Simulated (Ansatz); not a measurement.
Crystal: ZnSe (Stilleite).

```
Se Zn
1.0
     0.00000    2.83380    2.83380
     2.83380    0.00000    2.83380
     2.83380    2.83380    0.00000
Se Zn
1 1
Cartesian
  4.2507 4.2507 4.2507
  0.0000 0.0000 0.0000
```

Program: Ansatz 0.2.0. Alike in all runs: potentials or basis Ansatz PAW; cell as given.

Task: Order these runs on this cell by their band gap on the k mesh, lowest first.
A. level r2SCAN+rVV10; spin non-collinear, ferromagnetic start, SOC; k mesh 8 × 8 × 8; cutoff (eV) 500; smearing fermi-dirac 0.025 eV
B. level B3LYP5; spin SOC, no magnetisation; k mesh 5 × 5 × 5; cutoff (eV) 420; smearing gaussian 0.1 eV
C. level RPBE; spin non-collinear, program default start; k mesh 8 × 8 × 8; cutoff (eV) 420; smearing fixed; points for each segment of the path 14

Result: C (1.45 eV), A (1.70 eV), B (2.49 eV).

Caveats: the starting moments weren't kept (some runs); odd divisions of the mesh miss points on the zone boundary, where band edges often lie, so the gap on the mesh can be too wide (some runs).
